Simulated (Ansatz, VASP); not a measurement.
# Mn in VASP and in Ansatz

```xyz
2
Lattice="0.0000 2.4417 2.4417 2.4417 0.0000 2.4417 2.4417 2.4417 0.0000" Properties=species:S:1:pos:R:3 pbc="T T T"
Mn    0.6104    0.6104    0.6104
Mn    4.2730    4.2730    4.2730
```

The cell was built by a generator and needn't be a form met in nature.

Alike in both runs: functional PBEsol; k mesh 11 × 11 × 11; occupations fermi-dirac, width 0.1 eV; no spin polarisation.

Ansatz relaxed the structure, and its values are those at the end. VASP's run is a single point on that final structure, the one shown.

|  | VASP | Ansatz |
| --- | --- | --- |
| version | VASP 6.6.1 | Ansatz 0.2.0 |
| potentials or method | VASP PAW PBE potentials, release 64 (Mn_pv) | plane waves (420 eV) with PAW, scalar-relativistic |
| plane-wave cutoff (eV) | 520 | 420 |
| valence electrons in the cell | 26 | 30 |

```csv
,VASP,Ansatz,Ansatz less VASP
pressure (GPa),0.6,0.0,-0.61
```

With one functional, cell and mesh, what is left measures potentials, basis and numerics. The two sets of potentials don't hold the same shells in valence. Ansatz warned: «pseudo_functional_mismatch».

Caveats: the PAW data sets were made with another functional, which shifts forces and pressure a little (VASP); the run has no spin polarisation, though such a crystal can be magnetic. Spin polarisation is off, so any magnetic state and its effect on volume and gap are missing.
